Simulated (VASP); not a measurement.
# Pt (Fm-3m) in VASP: further runs

One crystal, Pt, is run at these levels: rev-vdW-DF2; tasks: relaxation of cell and atoms.

Program: VASP 6.6.1. These are calculated values, not measurements. Logs are shortened: lines on timing, memory, paths and dates and some standing lists are left out, and cuts for length are marked.

### 1 Starting point

The structure is cubic, space group Fm-3m (No. 225). Conventional cell: a = 3.922 Å, b = 3.922 Å, c = 3.922 Å, α = 90.00°, β = 90.00°, γ = 90.00°. Around Pt (site symmetry m-3m) lie 12 Pt at 2.77 Å.

### 2 Relaxation of cell and atoms, rev-vdW-DF2

File INCAR:

```
AGGAC = 0.0
ALGO = Normal
EDIFF = 1E-6
EDIFFG = -0.01
ENCUT = 600
GGA = MK
IBRION = 2
ISIF = 3
ISMEAR = 1
LASPH = T
LCHARG = F
LREAL = F
LUSE_VDW = T
LWAVE = F
NELM = 80
NSW = 90
PARAM1 = 0.1234
PARAM2 = 0.711357
PREC = Accurate
SIGMA = 0.1
ZAB_VDW = -1.8867
```

File KPOINTS:

```
k-points
0
Gamma
  16 16 16
```

File POSCAR:

```
Pt
1.0
    0.0000000000      1.9609000000      1.9609000000
    1.9609000000      0.0000000000      1.9609000000
    1.9609000000      1.9609000000      0.0000000000
Pt
1
Direct
    0.0000000000      0.0000000000      0.0000000000
```

Potentials or basis: VASP PAW PBE potentials, release 64 (Pt).

Started as:

```bash
cat potpaw_PBE.64/Pt/POTCAR > POTCAR
mpirun -np 1 vasp_std > vasp.out
```

OUTCAR:

```text
EDIFF = 1E-6
   EDIFFG = -0.01
   ENCUT = 600
   GGA = MK
   IBRION = 2
   ISIF = 3
   ISMEAR = 1
   LASPH = T
   LREAL = F
   NELM = 80
   NSW = 90
   PREC = Accurate

 ion  position               nearest neighbor table
   1  0.000  0.000  0.000-

  LATTYP: Found a face centered cubic cell.
 ALAT       =     3.9218000000

  Lattice vectors:

 A1 = (   0.0000000000,   1.9609000000,   1.9609000000)
 A2 = (   1.9609000000,   0.0000000000,   1.9609000000)
 A3 = (   1.9609000000,   1.9609000000,   0.0000000000)

Analysis of symmetry for initial positions (statically):
=====================================================================
 Subroutine PRICEL returns:
 Original cell was already a primitive cell.

 Routine SETGRP: Setting up the symmetry group for a
 face centered cubic supercell.

 Subroutine GETGRP returns: Found 48 space group operations
 (whereof 48 operations were pure point group operations)
 out of a pool of 48 trial point group operations.

The static configuration has the point symmetry O_h .

Analysis of symmetry for dynamics (positions and initial velocities):
=====================================================================
 Subroutine PRICEL returns:
 Original cell was already a primitive cell.

 Routine SETGRP: Setting up the symmetry group for a
 face centered cubic supercell.

 Subroutine GETGRP returns: Found 48 space group operations
 (whereof 48 operations were pure point group operations)
 out of a pool of 48 trial point group operations.

The dynamic configuration has the point symmetry O_h .

 Subroutine INISYM returns: Found 48 space group operations
 (whereof 48 operations are pure point group operations),
 and found     1 'primitive' translations

----------------------------------------------------------------------------------------

                                     Primitive cell

  volume of cell :      15.0798

  direct lattice vectors                    reciprocal lattice vectors
     0.000000000  1.960900000  1.960900000    -0.254984956  0.254984956  0.254984956
     1.960900000  0.000000000  1.960900000     0.254984956 -0.254984956  0.254984956
     1.960900000  1.960900000  0.000000000     0.254984956  0.254984956 -0.254984956

  length of vectors
     2.773131374  2.773131374  2.773131374     0.441646899  0.441646899  0.441646899

  position of ions in fractional coordinates (direct lattice)
     0.000000000  0.000000000  0.000000000

  ion indices of the primitive-cell ions
   primitive index   ion index
                 1           1

----------------------------------------------------------------------------------------

 KPOINTS: k-points

Automatic generation of k-mesh.
 Grid dimensions read from file:
 generate k-points for:   16   16   16

 Generating k-lattice:

  Cartesian coordinates                     Fractional coordinates (reciprocal lattice)
    -0.015936560  0.015936560  0.015936560     0.062500000  0.000000000  0.000000000
     0.015936560 -0.015936560  0.015936560     0.000000000  0.062500000  0.000000000
     0.015936560  0.015936560 -0.015936560     0.000000000  0.000000000  0.062500000

  Length of vectors
     0.027602931  0.027602931  0.027602931

  Shift w.r.t. Gamma in fractional coordinates (k-lattice)
     0.000000000  0.000000000  0.000000000

 Subroutine IBZKPT returns following result:
 ===========================================

 Found    145 irreducible k-points:

 Following reciprocal coordinates:
            Coordinates               Weight
  0.000000  0.000000  0.000000      1.000000
  0.062500  0.000000  0.000000      8.000000
  0.125000  0.000000  0.000000      8.000000
  0.187500  0.000000  0.000000      8.000000
  0.250000  0.000000  0.000000      8.000000
  0.312500  0.000000  0.000000      8.000000
[... 16 lines left out ...]
 -0.125000  0.062500  0.000000     24.000000
 -0.062500  0.062500  0.000000     12.000000
 [... further k-points ...]
   k-points           NKPTS =    145   k-points in BZ     NKDIM =    145   number of bands    NBANDS=      9
   number of dos      NEDOS =    301   number of ions     NIONS =      1
   total plane-waves  NPLWV =  13824
   dimension x,y,z NGX =    24 NGY =   24 NGZ =   24
   dimension x,y,z NGXF=    48 NGYF=   48 NGZF=   48
   ions per type =               1
   NGX,Y,Z   is equivalent  to a cutoff of  14.39, 14.39, 14.39 a.u.
   NGXF,Y,Z  is equivalent  to a cutoff of  28.78, 28.78, 28.78 a.u.
 SYSTEM =  unknown system
   PREC   = accura    normal or accurate (medium, high low for compatibility)
   ISTART =      0    job   : 0-new  1-cont  2-samecut
   ICHARG =      2    charge: 1-file 2-atom 10-const
   ISPIN  =      1    spin polarized calculation?
   LNONCOLLINEAR =      F non collinear calculations
   LSORBIT =      F    spin-orbit coupling
   LASPH  =      T    aspherical Exc in radial PAW
   ENCUT  =  600.0 eV  44.10 Ry    6.64 a.u.   5.54  5.54  5.54*2*pi/ulx,y,z
   NELM   =     80;   NELMIN=  2; NELMDL= -5     # of ELM steps
   EDIFF  = 0.1E-05   stopping-criterion for ELM
   LREAL  =      F    real-space projection
   EDIFFG = -.1E-01   stopping-criterion for IOM
   NSW    =     90    number of steps for IOM
   IBRION =      2    ionic relax: 0-MD 1-quasi-New 2-CG
   NFREE  =      1    steps in history (QN), initial steepest desc. (CG)
   ISIF   =      3    stress and relaxation
   ISYM   =      2    0-nonsym 1-usesym 2-fastsym
   POTIM  = 0.5000    time-step for ionic-motion
   TEBEG  =    0.0;   TEEND  =   0.0 temperature during run
   PSTRESS=    0.0 pullay stress
   NELECT =      10.0000    total number of electrons
   NUPDOWN=      -1.0000    fix difference up-down
   EMIN   =  10.00;   EMAX   =-10.00  energy-range for DOS
   EFERMI =   0.00;   METHOD = LEGACY
   ISMEAR =     1;   SIGMA  =   0.10  broadening in eV -4-tet -1-fermi 0-gaus
   EFERMI_NEDOS =   21; number of points for ismear=-14 and -15
   IALGO  =     38    algorithm
   IMIX   =      4    mixing-type and parameters
     AMIX     =   0.40;   BMIX     =  1.00
     AMIX_MAG =   1.60;   BMIX_MAG =  1.00
  volume/ion in A,a.u.               =      15.08       101.76
  Fermi-wavevector in a.u.,A,eV,Ry     =   1.427609  2.697791 27.729605  2.038068
  Thomas-Fermi vector in A             =   2.547760
   LORBIT       =      0    0 simple, 1 ext, 2 COOP (PROOUT), +10 PAW based schemes
   GGA     = MK    functional components
   LHFCALC =     F    Hartree Fock is set to
   AEXX    =    0.0000 exact exchange contribution
   IVDW_NL    =     1    kernel type
   BPARAM     = 6.3000
   IVDW    =     0    specifies the selected vdW correction
   LEPSILON=     F    determine dielectric tensor
   LRPA    =     F    only Hartree local field effects (RPA)
 conjugate gradient relaxation of ions
 non-spin polarized calculation
 Methfessel and Paxton  Order N= 1 SIGMA  =   0.10
  energy-cutoff  :      600.00
  volume of cell :       15.08
 maximum number of plane-waves:       531
 NGX is ok and might be reduce to    24
   NGX = 11   NGY = 11   NGZ = 11

--------------------------------------- Ionic step        1  -------------------------------------------

 number of electron      10.0000000 magnetization

 Free energy of the ion-electron system (eV)
  ---------------------------------------------------
  ext. energy  EPLUGINS =         0.00000000
  ---------------------------------------------------
  free energy    TOTEN  =        -4.04007248 eV

  energy without entropy =       -4.03922774  energy(sigma->0) =       -4.03979090

------------------------ aborting loop because EDIFF is reached ----------------------------------------

  FORCE on cell =-STRESS in cart. coord.  units (eV):
  Direction    XX          YY          ZZ          XY          YZ          ZX
  --------------------------------------------------------------------------------------
  -------------------------------------------------------------------------------------
  Total        0.5564632      0.5564632      0.5564632      0.0000000      0.0000000      0.0000000
  in kB       59.1222111     59.1222111     59.1222111      0.0000000      0.0000000      0.0000000
  external PRESSURE =      59.1222111 kB  Pullay stress =       0.0000000 kB
[... 22 lines left out ...]
Total vdW correction in eV:      1.1785987

--------------------------------------- Ionic step        2  -------------------------------------------

 number of electron       9.9999999 magnetization

 E-fermi :   9.6610     XC(G=0): -13.0466

 val. band max:        9.6607086037   @ k =  -0.2500   0.1250   0.0000
 cond. band min:       9.6776016664   @ k =   0.5000   0.5000   0.0000
 fundamental gap:      0.0168930627
 Fermi energy:         9.6609690259

 k-point     1 :       0.0000    0.0000    0.0000
  band No.  band energies     occupation
      1       0.3442      2.00000
      2       6.3565      2.00000
      3       6.3565      2.00000
      4       6.3565      2.00000
      5       8.2475      2.00000
      6       8.2475      2.00000
      7      24.6543      0.00000
      8      29.0783      0.00000
      9      29.0783      0.00000
[... 347 lines left out ...]
Total vdW correction in eV:      1.1999315

--------------------------------------- Ionic step        4  -------------------------------------------

 number of electron      10.0000001 magnetization

 Free energy of the ion-electron system (eV)
  ---------------------------------------------------
  ext. energy  EPLUGINS =         0.00000000
  ---------------------------------------------------
  free energy    TOTEN  =        -4.04579091 eV

  energy without entropy =       -4.04485618  energy(sigma->0) =       -4.04547934

 E-fermi :  10.7327     XC(G=0): -13.3888

 val. band max:       10.7257100946   @ k =  -0.2500   0.1250   0.0000
 cond. band min:      10.7550495009   @ k =  -0.4375   0.3125   0.0000
 fundamental gap:      0.0293394062
 Fermi energy:        10.7327489858

 k-point     1 :       0.0000    0.0000    0.0000
  band No.  band energies     occupation
      1       0.7838      2.00000
      2       7.0925      2.00000
      3       7.0925      2.00000
      4       7.0925      2.00000
      5       9.1764      2.00000
      6       9.1764      2.00000
      7      25.5953      0.00000
      8      30.3516      0.00000
      9      30.3516      0.00000
[... 304 lines left out ...]
  FREE ENERGIE OF THE ION-ELECTRON SYSTEM (eV)
  ---------------------------------------------------
  free  energy   TOTEN  =        -4.0457909129 eV

  energy  without entropy=       -4.0448561843  energy(sigma->0) =       -4.04547934

Total vdW correction in eV:      1.1994995

 reached required accuracy - stopping structural energy minimisation
```

Wall time 92 s (1 thread of Intel Xeon Platinum 8259CL at 2.50GHz (Skylake/Cascade Lake), shared host); peak memory 0.28 GiB.

Results:

```
Free energy                            : -4.0458 eV
Relaxed volume                         : 15.40 Å³/atom
Relaxed cell                           : a = 2.793 Å, b = 2.793 Å, c = 2.793 Å, α = 60.00°, β = 60.00°, γ = 60.00°
Space group after relaxing (to 0.05 Å) : Fm-3m (No. 225)
Energy gained by relaxing              : 5.7 meV/atom
Ionic steps                            : 4
Pressure after relaxing                : 0.0 GPa
Band gap on the k mesh                 : none (metal or under the smearing width)
```

Step by step:
```csv
step,energy change (eV),largest force (eV/Å),pressure (GPa),volume (Å³)
1,0.0000,0.0000,5.91,15.08
2,0.0355,0.0000,-13.34,16.33
3,-0.0057,0.0000,-0.12,15.41
4,-0.0057,0.0000,-0.01,15.40
```

Final structure:
```cif
data_structure
_symmetry_space_group_name_H-M 'P 1'
_symmetry_Int_Tables_number 1
_cell_length_a 2.7925
_cell_length_b 2.7925
_cell_length_c 2.7925
_cell_angle_alpha 60.000
_cell_angle_beta 60.000
_cell_angle_gamma 60.000
_cell_volume 15.40
loop_
_atom_site_label
_atom_site_type_symbol
_atom_site_fract_x
_atom_site_fract_y
_atom_site_fract_z
_atom_site_occupancy
Pt1 Pt 0.00000 0.00000 0.00000 1
```

Caveat: the PAW data sets were made with another functional, which shifts forces and pressure a little.

### 3 Relaxation of cell and atoms, rev-vdW-DF2

This run uses another cell than the first one, of 15.40 Å³/atom, 1.021 times its volume.

Edit INCAR of step 2 so:

```diff
@@ -2,4 +2,4 @@
 ALGO = Normal
-EDIFF = 1E-6
-EDIFFG = -0.01
+EDIFF = 1E-7
+EDIFFG = -0.005
 ENCUT = 600
```

KPOINTS is that of step 2.

File POSCAR:

```
Pt                                      
1.0
    0.0000000000      1.9746256665      1.9746256665
    1.9746256665      0.0000000000      1.9746256665
    1.9746256665      1.9746256665      0.0000000000
  Pt            
     1
Direct
     0.0000000000000000    0.0000000000000000    0.0000000000000000
```

Potentials or basis: VASP PAW PBE potentials, release 64 (Pt).

Started as:

```bash
cat potpaw_PBE.64/Pt/POTCAR > POTCAR
mpirun -np 1 vasp_std > vasp.out
```

OUTCAR:

```text
EDIFF = 1E-7
   EDIFFG = -0.005
   ENCUT = 600
   GGA = MK
   IBRION = 2
   ISIF = 3
   ISMEAR = 1
   LASPH = T
   LREAL = F
   NELM = 80
   NSW = 90
   PREC = Accurate

 ion  position               nearest neighbor table
   1  0.000  0.000  0.000-

  LATTYP: Found a face centered cubic cell.
 ALAT       =     3.9492513330

  Lattice vectors:

 A1 = (   0.0000000000,   1.9746256665,   1.9746256665)
 A2 = (   1.9746256665,   0.0000000000,   1.9746256665)
 A3 = (   1.9746256665,   1.9746256665,   0.0000000000)

Analysis of symmetry for initial positions (statically):
=====================================================================
 Subroutine PRICEL returns:
 Original cell was already a primitive cell.

 Routine SETGRP: Setting up the symmetry group for a
 face centered cubic supercell.

 Subroutine GETGRP returns: Found 48 space group operations
 (whereof 48 operations were pure point group operations)
 out of a pool of 48 trial point group operations.

The static configuration has the point symmetry O_h .

Analysis of symmetry for dynamics (positions and initial velocities):
[... 163 lines left out ...]
 val. band max:       10.7257883968   @ k =  -0.2500   0.1250   0.0000
 cond. band min:      10.7550793737   @ k =  -0.4375   0.3125   0.0000
 fundamental gap:      0.0292909769
 Fermi energy:        10.7327963642

 k-point     1 :       0.0000    0.0000    0.0000
  band No.  band energies     occupation
      1       0.7841      2.00000
      2       7.0925      2.00000
      3       7.0925      2.00000
      4       7.0925      2.00000
      5       9.1765      2.00000
      6       9.1765      2.00000
      7      25.5954      0.00000
      8      30.3517      0.00000
      9      30.3517      0.00000
[... 265 lines left out ...]
 k-point    24 :      -0.0625    0.0625    0.0000
  band No.  band energies     occupation
      1       1.1902      2.00000
      2       6.9019      2.00000
      3       7.2377      2.00000
      4       7.2806      2.00000
      5       8.9921      2.00000
      6       9.2032      2.00000
      7      26.2005      0.00000
      8      28.7744      0.00000
      9      30.3899      0.00000

 [... further k-points ...]
[... 5 lines left out ...]
  --------------------------------------------------------------------------------------
  -------------------------------------------------------------------------------------
  Total        0.0003830      0.0003830      0.0003830     -0.0000000      0.0000000      0.0000000
  in kB        0.0398503      0.0398503      0.0398503     -0.0000000      0.0000000      0.0000000
  external PRESSURE =       0.0398503 kB  Pullay stress =       0.0000000 kB

 VOLUME and BASIS-vectors are now :
 -----------------------------------------------------------------------------
  energy-cutoff  :      600.00
  volume of cell :       15.40
      direct lattice vectors                 reciprocal lattice vectors
     0.000000000  1.974625666  1.974625666    -0.253212550  0.253212550  0.253212550
     1.974625666  0.000000000  1.974625666     0.253212550 -0.253212550  0.253212550
     1.974625666  1.974625666  0.000000000     0.253212550  0.253212550 -0.253212550

 POSITION                                       TOTAL-FORCE (eV/Angst)
 -----------------------------------------------------------------------------------
      0.00000      0.00000      0.00000         0.000000     -0.000000     -0.000000
 -----------------------------------------------------------------------------------
    total drift:                               -0.000000      0.000000     -0.000000

  FREE ENERGIE OF THE ION-ELECTRON SYSTEM (eV)
  ---------------------------------------------------
  free  energy   TOTEN  =        -4.0458598693 eV

  energy  without entropy=       -4.0449252211  energy(sigma->0) =       -4.04554832

Total vdW correction in eV:      1.1995005

 reached required accuracy - stopping structural energy minimisation
```

OSZICAR:

```text
N       E                     dE             d eps       ncg     rms          rms(c)
DAV:   1     0.444837724510E+02    0.44484E+02   -0.59779E+03  2634   0.117E+03
DAV:   2    -0.390800386398E+01   -0.48392E+02   -0.46658E+02  2716   0.199E+02
DAV:   3    -0.443983626580E+01   -0.53183E+00   -0.52045E+00  3028   0.210E+01
DAV:   4    -0.444177358091E+01   -0.19373E-02   -0.19370E-02  3025   0.136E+00
DAV:   5    -0.444178686819E+01   -0.13287E-04   -0.13287E-04  3032   0.105E-01    0.121E+01
DAV:   6    -0.408632260616E+01    0.35546E+00   -0.96620E-01  2658   0.885E+00    0.631E+00
DAV:   7    -0.404942872948E+01    0.36894E-01   -0.14725E-01  2798   0.336E+00    0.247E+00
DAV:   8    -0.404601861731E+01    0.34101E-02   -0.51014E-03  2815   0.720E-01    0.522E-01
DAV:   9    -0.404585516811E+01    0.16345E-03   -0.93930E-05  2791   0.102E-01    0.236E-02
DAV:  10    -0.404585995349E+01   -0.47854E-05   -0.24325E-06  3138   0.162E-02    0.438E-03
DAV:  11    -0.404585986927E+01    0.84222E-07   -0.28126E-08  2067   0.205E-03
   1 F= -.40458599E+01 E0= -.40455483E+01  d E =-.404586E+01
```

CONTCAR:

```text
Pt
   1.00000000000000
     0.0000000000000000    1.9746256664999999    1.9746256664999999
     1.9746256664999999    0.0000000000000000    1.9746256664999999
     1.9746256664999999    1.9746256664999999    0.0000000000000000
  Pt
     1
Direct
     0.0000000000000000    0.0000000000000000    0.0000000000000000

  0.00000000E+00  0.00000000E+00  0.00000000E+00
```

It took 30 s on 1 thread of Intel Xeon Platinum 8259CL at 2.50GHz (Skylake/Cascade Lake), shared host; peak memory 0.28 GiB.

Results:

| Item | Value |
| --- | --- |
| Free energy | -4.0459 eV |
| Pressure after relaxing | 0.0 GPa |
| Band gap on the k mesh | none (metal or under the smearing width) |

Final structure:
```cif
data_structure
_symmetry_space_group_name_H-M 'P 1'
_symmetry_Int_Tables_number 1
_cell_length_a 2.7925
_cell_length_b 2.7925
_cell_length_c 2.7925
_cell_angle_alpha 60.000
_cell_angle_beta 60.000
_cell_angle_gamma 60.000
_cell_volume 15.40
loop_
_atom_site_label
_atom_site_type_symbol
_atom_site_fract_x
_atom_site_fract_y
_atom_site_fract_z
_atom_site_occupancy
Pt1 Pt 0.00000 0.00000 0.00000 1
```

Caveat: the relaxation stopped at its first step, so nothing moved; the PAW data sets were made with another functional, which shifts forces and pressure a little. The run has no spin-orbit coupling, so splittings on Pt are missing.
